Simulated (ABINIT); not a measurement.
Crystal: LiH.

```
Li H
1.0
     0.00000    2.03675    2.03675
     2.03675    0.00000    2.03675
     2.03675    2.03675    0.00000
Li H
1 1
Direct
  0.00000 0.00000 0.00000
  0.50000 0.50000 0.50000
```

Base run:

```yaml
Program: ABINIT 10.8.3 (patched build)
Functional: PBE
Potentials_or_basis: JTH PAW PBE v2.0
Cutoff: 816 eV
k_mesh: 11 × 11 × 11
Occupations: fermi-dirac, width 0.05 eV
Spin: no spin polarisation
```

Its results: band gap on the k mesh 3.19 eV, direct.

Task: The run is repeated on the same cell with these changes: functional from PBE to r2SCAN. What comes out?

Result: Band gap on the k mesh 3.84 eV, direct.

r2SCAN gives the wider gap, since meta-GGAs in the generalised Kohn-Sham scheme recover part of the derivative discontinuity.

Caveats: an odd mesh through Γ misses points on the zone boundary, where band edges often lie (some runs); the mesh misses the band edges, which the band path finds closer together (some runs).

Not every run made on this cell is shown here.
